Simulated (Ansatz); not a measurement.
A run of Ansatz 0.2.0 is set up as follows.

input.yaml

```yaml
crystal:
  lattice:
    - [-1.572281, 1.572281, 1.572281]
    - [1.572281, -1.572281, 1.572281]
    - [1.572281, 1.572281, -1.572281]
  atoms:
    - { symbol: Pd, position: [0.0, 0.0, 0.0] }
hamiltonian:
  xc: rpbe
  pseudopotentials: { kind: paw }
kpoints:
  mp_grid: { grid: [12, 12, 12] }
scf:
  occupations: { method: fermi_dirac, width: 0.05 }
output:
  forces: true
  stress: true
  eigenvalues: true
relax:
  f_tol: 0.01
  max_steps: 40
  cell: { stress_tol: 0.05 }
```

Potentials or basis: Ansatz PAW.

The run is started by

```bash
$ ansatz run input.yaml --threads 2 --pin off --max-ram 5632MiB --backend cpu --events-out ev --progress --plain --runs-dir out
```

**Question.** Predict the band gap on the k mesh.

**Answer.** None (metal or under the smearing width).

**Question.** What does it give for the relaxed cell?

**Answer.** a = 2.743 Å, b = 2.743 Å, c = 2.743 Å, α = 109.47°, β = 109.47°, γ = 109.47°.

Step by step:
| step | energy change (eV) | largest force (eV/Å) | volume (Å³) |
| --- | --- | --- | --- |
| 1 | 0.0000 | 0.0000 | 15.55 |
| 2 | -0.0018 | 0.0000 | 16.12 |
| 3 | -0.0033 | 0.0000 | 15.90 |
| 4 | -0.0034 | 0.0000 | 15.89 |
| 5 | -0.0035 | 0.0000 | 15.89 |

Caveat: the plane-wave basis is chosen anew once the cell has moved, so the energies of steps on either side of that aren't comparable; the PAW data sets come from PBE, with cores solved anew for the run's functional, which leaves a small shift of forces and pressure.
